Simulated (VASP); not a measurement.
Input of a VASP 6.6.1 run:

The input INCAR:

```
PREC = Accurate ; ENCUT = 600
EDIFF = 1E-7 ; ISMEAR = -1
SIGMA = 0.1 ; LREAL = False
LASPH = True ; NELM = 60
ALGO = Normal ; ISIF = 3
LWAVE = False ; LCHARG = False
GGA = B5 ; ALDAX = 1.0
AGGAX = 1.0 ; AGGAC = 1.0
ALDAC = 0.0 ; IBRION = 2
NSW = 80 ; EDIFFG = -0.01
```

KPOINTS

```
regular mesh
0
Gamma
  5 5 7
```

The input POSCAR:

```
Ba
1.0
    7.0686539647      0.0000000000      0.0000000000
   -3.5343269823      6.1216339040      0.0000000000
    0.0000000000      0.0000000000      4.3330848804
Ba
3
Direct
    0.0000000000      0.0000000000      0.0000000000
    0.3333333333      0.6666666667      0.5000000000
    0.6666666667      0.3333333333      0.5000000000
```

Potentials or basis: VASP PAW PBE potentials, release 64 (Ba_sv).

Run with:

```sh
$ cat potpaw_PBE.64/Ba_sv/POTCAR > POTCAR
$ mpirun -np 1 vasp_std > vasp.out
```

Task: Predict the space group after relaxing (to 0.05 Å).

Result: P6/mmm (No. 191).

Task: What does it give for the relaxed cell?

Result: a = 7.331 Å, b = 7.331 Å, c = 4.372 Å, α = 90.00°, β = 90.00°, γ = 120.00°.

Task: What does it give for the band gap on the k mesh?

Result: None (metal or under the smearing width).

Task: Estimate the relaxed volume.

Result: 67.82 Å³/atom.

Final structure:
```
CELL_PARAMETERS angstrom
7.33059 0.00000 0.00000
-3.66530 6.34848 0.00000
0.00000 0.00000 4.37176
ATOMIC_POSITIONS crystal
Ba 0.00000 0.00000 0.00000
Ba 0.33333 0.66667 0.50000
Ba 0.66667 0.33333 0.50000
```

Caveat: the PAW data sets were made with another functional, which shifts forces and pressure a little. The run has no spin-orbit coupling, so splittings on Ba are missing.
